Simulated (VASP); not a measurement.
# AlN (P6_3mc) in VASP: a series of runs, part 2 of 3

VASP 6.6.1.

### Step 3. Single point, r2SCAN

INCAR

```
PREC = Accurate
ENCUT = 520
EDIFF = 1E-7
ISMEAR = -1
SIGMA = 0.02
LREAL = F
LASPH = T
NELM = 80
ALGO = Normal
ISIF = 2
LWAVE = F
LCHARG = F
METAGGA = R2SCAN
LMIXTAU = T
NBANDS = 16
KPAR = 4
```

KPOINTS

```
regular mesh
0
Gamma
  8 8 5
```

POSCAR

```
AlN
1.0
    3.1130000000      0.0000000000      0.0000000000
   -1.5565000000      2.6959370820      0.0000000000
    0.0000000000      0.0000000000      4.9810000000
Al N
2 2
Direct
    0.3333333333      0.6666666667      0.0000000000
    0.6666666667      0.3333333333      0.5000000000
    0.3333333333      0.6666666667      0.3800000000
    0.6666666667      0.3333333333      0.8800000000
```

Potentials or basis: VASP PAW PBE potentials, release 64 (Al, N).

The run is started by

```sh
cat potpaw_PBE.64/Al/POTCAR potpaw_PBE.64/N/POTCAR > POTCAR
mpirun -np 4 vasp_std > vasp.out
```

OUTCAR:

```text
PREC = Accurate
   ENCUT = 520
   EDIFF = 1E-7
   ISMEAR = -1
   LREAL = F
   LASPH = T
   NELM = 80
   ISIF = 2
   METAGGA = R2SCAN

 ion  position               nearest neighbor table
   1  0.333  0.667  0.000-   3 1.89   4 1.89   4 1.89   4 1.89   2 3.07   2 3.07   2 3.07   2 3.07
                             2 3.07   2 3.07
   2  0.667  0.333  0.500-   4 1.89   3 1.89   3 1.89   3 1.89   1 3.07   1 3.07   1 3.07   1 3.07
                             1 3.07   1 3.07
   3  0.333  0.667  0.380-   1 1.89   2 1.89   2 1.89   2 1.89
   4  0.667  0.333  0.880-   2 1.89   1 1.89   1 1.89   1 1.89

  LATTYP: Found a hexagonal cell.
 ALAT       =     3.1130000000
 C/A-ratio  =     1.6000642467

  Lattice vectors:

 A1 = (   3.1130000000,   0.0000000000,   0.0000000000)
 A2 = (  -1.5565000000,   2.6959370820,   0.0000000000)
 A3 = (   0.0000000000,   0.0000000000,   4.9810000000)

Analysis of symmetry for initial positions (statically):
=====================================================================
 Subroutine PRICEL returns:
 Original cell was already a primitive cell.

 Routine SETGRP: Setting up the symmetry group for a
 hexagonal supercell.

 Subroutine GETGRP returns: Found 12 space group operations
 (whereof  6 operations were pure point group operations)
 out of a pool of 24 trial point group operations.

The static configuration has the point symmetry C_3v.
 The point group associated with its full space group is C_6v.

Analysis of symmetry for dynamics (positions and initial velocities):
=====================================================================
 Subroutine PRICEL returns:
 Original cell was already a primitive cell.

 Routine SETGRP: Setting up the symmetry group for a
 hexagonal supercell.

 Subroutine GETGRP returns: Found 12 space group operations
 (whereof  6 operations were pure point group operations)
 out of a pool of 24 trial point group operations.

The dynamic configuration has the point symmetry C_3v.
 The point group associated with its full space group is C_6v.

 Subroutine INISYM returns: Found 12 space group operations
 (whereof  6 operations are pure point group operations),
 and found     1 'primitive' translations

----------------------------------------------------------------------------------------

                                     Primitive cell

  volume of cell :      41.8028

  direct lattice vectors                    reciprocal lattice vectors
     3.113000000  0.000000000  0.000000000     0.321233537  0.185464269  0.000000000
    -1.556500000  2.695937082  0.000000000     0.000000000  0.370928538  0.000000000
     0.000000000  0.000000000  4.981000000     0.000000000  0.000000000  0.200762899

  length of vectors
     3.113000000  3.113000000  4.981000000     0.370928538  0.370928538  0.200762899

  position of ions in fractional coordinates (direct lattice)
     0.333333333  0.666666667  0.000000000
     0.666666667  0.333333333  0.500000000
     0.333333333  0.666666667  0.380000000
     0.666666667  0.333333333  0.880000000
[... 30 lines left out ...]
 ===========================================

 Found     30 irreducible k-points:

 Following reciprocal coordinates:
            Coordinates               Weight
  0.000000  0.000000  0.000000      1.000000
  0.125000  0.000000  0.000000      6.000000
  0.250000  0.000000  0.000000      6.000000
  0.375000  0.000000  0.000000      6.000000
  0.500000  0.000000  0.000000      3.000000
  0.125000  0.125000  0.000000      6.000000
[... 16 lines left out ...]
  0.250000  0.000000  0.400000     12.000000
  0.375000  0.000000  0.400000     12.000000
 [... further k-points ...]
   k-points           NKPTS =     30   k-points in BZ     NKDIM =     30   number of bands    NBANDS=     16
   number of dos      NEDOS =    301   number of ions     NIONS =      4
   total plane-waves  NPLWV =  23040
   dimension x,y,z NGX =    24 NGY =   24 NGZ =   40
   dimension x,y,z NGXF=    48 NGYF=   48 NGZF=   80
   ions per type =               2   2
   NGX,Y,Z   is equivalent  to a cutoff of  12.82, 12.82, 13.35 a.u.
   NGXF,Y,Z  is equivalent  to a cutoff of  25.63, 25.63, 26.70 a.u.
 SYSTEM =  unknown system
   PREC   = accura    normal or accurate (medium, high low for compatibility)
   ISTART =      0    job   : 0-new  1-cont  2-samecut
   ICHARG =      2    charge: 1-file 2-atom 10-const
   ISPIN  =      1    spin polarized calculation?
   LNONCOLLINEAR =      F non collinear calculations
   LSORBIT =      F    spin-orbit coupling
   LASPH  =      T    aspherical Exc in radial PAW
   ENCUT  =  520.0 eV  38.22 Ry    6.18 a.u.   5.79  5.79  9.26*2*pi/ulx,y,z
   NELM   =     80;   NELMIN=  2; NELMDL= -5     # of ELM steps
   EDIFF  = 0.1E-06   stopping-criterion for ELM
   LREAL  =      F    real-space projection
   EDIFFG = 0.1E-05   stopping-criterion for IOM
   NSW    =      0    number of steps for IOM
   IBRION =     -1    ionic relax: 0-MD 1-quasi-New 2-CG
   NFREE  =      0    steps in history (QN), initial steepest desc. (CG)
   ISIF   =      2    stress and relaxation
   ISYM   =      2    0-nonsym 1-usesym 2-fastsym
   POTIM  = 0.5000    time-step for ionic-motion
   TEBEG  =    0.0;   TEEND  =   0.0 temperature during run
   PSTRESS=    0.0 pullay stress
   NELECT =      16.0000    total number of electrons
   NUPDOWN=      -1.0000    fix difference up-down
   EMIN   =  10.00;   EMAX   =-10.00  energy-range for DOS
   EFERMI =   0.00;   METHOD = LEGACY
   ISMEAR =    -1;   SIGMA  =   0.02  broadening in eV -4-tet -1-fermi 0-gaus
   EFERMI_NEDOS =   21; number of points for ismear=-14 and -15
   IALGO  =     38    algorithm
   IMIX   =      4    mixing-type and parameters
     AMIX     =   0.40;   BMIX     =  1.00
     AMIX_MAG =   1.60;   BMIX_MAG =  1.00
  volume/ion in A,a.u.               =      10.45        70.52
  Fermi-wavevector in a.u.,A,eV,Ry     =   1.188629  2.246183 19.222843  1.412839
  Thomas-Fermi vector in A             =   2.324754
   LORBIT       =      0    0 simple, 1 ext, 2 COOP (PROOUT), +10 PAW based schemes
   METAGGA = R2SCAN    functional components
   LHFCALC =     F    Hartree Fock is set to
   AEXX    =    0.0000 exact exchange contribution
   IVDW    =     0    specifies the selected vdW correction
   LEPSILON=     F    determine dielectric tensor
   LRPA    =     F    only Hartree local field effects (RPA)
 non-spin polarized calculation
  energy-cutoff  :      520.00
  volume of cell :       41.80
 maximum number of plane-waves:      1140
 NGX is ok and might be reduce to    24
   NGX = 11   NGY = 11   NGZ = 19

 number of electron      15.9999997 magnetization

 Free energy of the ion-electron system (eV)
  ---------------------------------------------------
  ext. energy  EPLUGINS =         0.00000000
  ---------------------------------------------------
  free energy    TOTEN  =       -38.45433415 eV

  energy without entropy =      -38.45433415  energy(sigma->0) =      -38.45433415

 E-fermi :   6.2870     XC(G=0): -11.3958

 val. band max:        5.8529568126   @ k =   0.0000   0.0000   0.0000
 cond. band min:      10.7524194015   @ k =   0.0000   0.0000   0.0000
 fundamental gap:      4.8994625889
 Fermi energy:         6.2869774983

 k-point     1 :       0.0000    0.0000    0.0000
  band No.  band energies     occupation
      1     -10.0781      2.00000
      2      -7.9629      2.00000
      3      -0.1785      2.00000
      4       4.9981      2.00000
      5       4.9981      2.00000
      6       5.6619      2.00000
[... 433 lines left out ...]
      3       0.5819      2.00000
      4       0.9818      2.00000
      5       3.8198      2.00000
      6       4.3048      2.00000
[... 8 lines left out ...]
     15      19.3832      0.00000
     16      20.6875      0.00000

 [... further k-points ...]

------------------------ aborting loop because EDIFF is reached ----------------------------------------

  FORCE on cell =-STRESS in cart. coord.  units (eV):
  Direction    XX          YY          ZZ          XY          YZ          ZX
  --------------------------------------------------------------------------------------
  -------------------------------------------------------------------------------------
  Total       -0.5009016     -0.5009016     -0.0267161      0.0000000      0.0000000      0.0000000
  in kB      -19.1980723    -19.1980723     -1.0239475      0.0000000      0.0000000      0.0000000
  external PRESSURE =     -13.1400307 kB  Pullay stress =       0.0000000 kB

 VOLUME and BASIS-vectors are now :
 -----------------------------------------------------------------------------
  energy-cutoff  :      520.00
  volume of cell :       41.80
      direct lattice vectors                 reciprocal lattice vectors
     3.113000000  0.000000000  0.000000000     0.321233537  0.185464269  0.000000000
    -1.556500000  2.695937082  0.000000000     0.000000000  0.370928538  0.000000000
     0.000000000  0.000000000  4.981000000     0.000000000  0.000000000  0.200762899

 POSITION                                       TOTAL-FORCE (eV/Angst)
 -----------------------------------------------------------------------------------
     -0.00000      1.79729      0.00000         0.000000     -0.000000     -0.125198
      1.55650      0.89865      2.49050        -0.000000      0.000000     -0.125198
     -0.00000      1.79729      1.89278         0.000000      0.000000      0.125198
      1.55650      0.89865      4.38328         0.000000      0.000000      0.125198
 -----------------------------------------------------------------------------------
    total drift:                               -0.000000     -0.000000     -0.022697

  FREE ENERGIE OF THE ION-ELECTRON SYSTEM (eV)
  ---------------------------------------------------
  free  energy   TOTEN  =       -38.4543341541 eV

  energy  without entropy=      -38.4543341541  energy(sigma->0) =      -38.45433415
```

stdout:

```text
POSCAR found type information on POSCAR AlN
 POSCAR found :  2 types and       4 ions
 scaLAPACK will be used
 -----------------------------------------------------------------------------
|                                                                             |
|                                                                             |
|     You enforced a specific xc type in the INCAR file but a different       |
|     I HOPE YOU KNOW WHAT YOU ARE DOING!                                     |
|                                                                             |
 -----------------------------------------------------------------------------

 LDA part: xc-table for (None), standard interpolation
 POSCAR, INCAR and KPOINTS ok, starting setup
 FFT: planning ... GRIDC
 FFT: planning ... GRID_SOFT
 FFT: planning ... GRID
 WAVECAR not read
 entering main loop
```

Run time: 25 s. Hardware: 4 MPI ranks of Intel Xeon Platinum 8259CL at 2.50GHz (Skylake/Cascade Lake), shared host; peak memory 0.16 GiB.

What came out:

```
Free energy            : -38.4543 eV
Pressure               : -1.3 GPa
Largest force          : 0.125 eV/Å
Band gap on the k mesh : 4.90 eV, direct
```

Forces on the atoms (eV/Å):
```
Al   0.000  0.000 -0.125
Al   0.000  0.000 -0.125
N    0.000  0.000  0.125
N    0.000  0.000  0.125
```

Caveat: the PAW data sets were made with another functional, which shifts forces and pressure a little.

(Continued in part 3 of 3.)
